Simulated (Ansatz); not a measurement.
## Two-dimensional strain map in ZrC

All numbers below come from DFT PBE, scalar-relativistic, plane waves, PAW (Ansatz). Settings: plane waves to 420 eV, k-mesh 18×18×18 (Γ-centred), Gaussian smearing 0.15 eV. No spin polarisation. Energies are free energies at this smearing, counted from the undisturbed cell; pressure is positive in compression.

The undisturbed cell (as given, not relaxed at this level; it stands at 1.2 GPa):

```yaml
crystal:
  lattice:
    - [0.00000, 2.35021, 2.35021]
    - [2.35021, 0.00000, 2.35021]
    - [2.35021, 2.35021, 0.00000]
  atoms:
    - { symbol: Zr, position: [0.50000, 0.50000, 0.50000] }
    - { symbol: C, position: [0.00000, 0.00000, 0.00000] }
```

The cell is strained by p along both x and y and by q along z, fractional coordinates fixed. Points are written (p, q).

Energy above the undisturbed cell in meV/atom (a dash: not computed):

```csv
p \ q,-0.030,-0.015,0.000,0.015,0.030
-0.030,90.2,66.0,52.1,47.2,?
-0.015,?,23.8,13.9,12.7,19.0
0.000,21.9,6.0,0.0,2.6,?
0.015,21.1,?,7.0,13.4,26.8
0.030,38.5,30.4,32.0,42.1,59.1
```

Q: Fill in the withheld energies.

A: (-0.030, 0.030): 49.9; (-0.015, -0.030): 43.8; (0.000, 0.030): 12.5; (0.015, -0.015): 9.1.